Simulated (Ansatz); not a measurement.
**Cu₂O: field gradients at two levels of theory**

Cell: a COD entry, whose atoms a relaxation with PBE at fixed cell left in place.

```cif
data_Cu2O
_symmetry_space_group_name_H-M 'Pn-3m:1'
_symmetry_Int_Tables_number 224
_cell_length_a 4.2685
_cell_length_b 4.2685
_cell_length_c 4.2685
_cell_angle_alpha 90.000
_cell_angle_beta 90.000
_cell_angle_gamma 90.000
loop_
_atom_site_label
_atom_site_type_symbol
_atom_site_symmetry_multiplicity
_atom_site_Wyckoff_symbol
_atom_site_fract_x
_atom_site_fract_y
_atom_site_fract_z
Cu Cu 4 b 0.2500 0.2500 0.2500
O O 2 a 0.0000 0.0000 0.0000
```

One atom of each set is listed.

First run. The numbers come from a DFT calculation in Ansatz (PBE, plane waves and PAW, scalar-relativistic, 420 eV cutoff, Γ-centred 7×7×7 k-points, Fermi–Dirac smearing 0.02 eV).

| site | V_zz (10²¹ V/m²) | η |
| --- | --- | --- |
| Cu | -5.19 | 0.00 |

Second run. The same atoms and settings, except that the functional is r2SCAN and the cutoff is 500 eV.

Question: What does the second run give?

Answer: 

| site | V_zz | η | change of V_zz |
| --- | --- | --- | --- |
| Cu | -7.72 | 0.00 | -2.53 |

The largest change of V_zz is on Cu, from -5.19 to -7.72. In per cent, |V_zz| changes by +49 on Cu (all sites that start above 0.5). Sites without a gradient aren't listed.

Semilocal functionals underestimate gradients at Cu(I) with two or three neighbours, in Cu₂O by a fifth to nearly a half.
